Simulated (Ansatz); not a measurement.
## CuO (Tenorite) under changes of volume

One of the cells (10.163 Å³/atom); the others are scaled copies at fixed shape and fractional positions:

```
CELL_PARAMETERS angstrom
2.34465 -1.71340 0.00000
2.34465 1.71340 0.00000
-0.86055 0.00000 5.05944
ATOMIC_POSITIONS crystal
Cu 0.49680 0.00320 0.50000
Cu 0.00320 0.49680 0.00000
O 0.40560 0.57140 0.75370
O 0.57140 0.40560 0.25370
```

* Program: Ansatz 0.2.0
* Functional: PBE
* Potentials or basis: all-electron LAPW, scalar-relativistic
* Cutoff: 461 eV (chosen from the basis error)
* Basis error allowed: 0.001 eV/atom
* k mesh: 10 × 10 × 5
* Occupations: fermi-dirac, width 0.05 eV
* Spin: no spin polarisation

```tsv
volume (Å³/atom)	energy over the lowest point (meV/atom)	pressure (GPa)	largest force (eV/Å)
9.553	?	?	?
9.756	30.02	14.0	0.890
9.959	15.10	9.6	0.822
10.163	5.49	5.7	0.760
10.366	0.62	2.1	0.723
10.569	0.00	-1.0	0.713
10.772	3.19	-3.9	0.709
```

Problem. What does the run at 9.553 Å³/atom give?

Solution. Energy over the lowest point 50.87 meV/atom; pressure 19.0 GPa; largest force 0.962 eV/Å.

Worked out: A Birch-Murnaghan fit of order 3 (a polynomial in V^(-2/3)) to the other rows has its minimum at 10.50 Å³/atom with B0 = V·E''(V) = 161 GPa and B' = 4.7 at fixed shape and positions, which overstates the stiffness. It gives 50.83 meV/atom at 9.553 Å³/atom, against the run's 50.87, and -dE/dV = 18.9 GPa, against 19.0.

Energies are extrapolated to zero smearing.

Caveats: the run has no spin polarisation, though such a crystal can be magnetic.
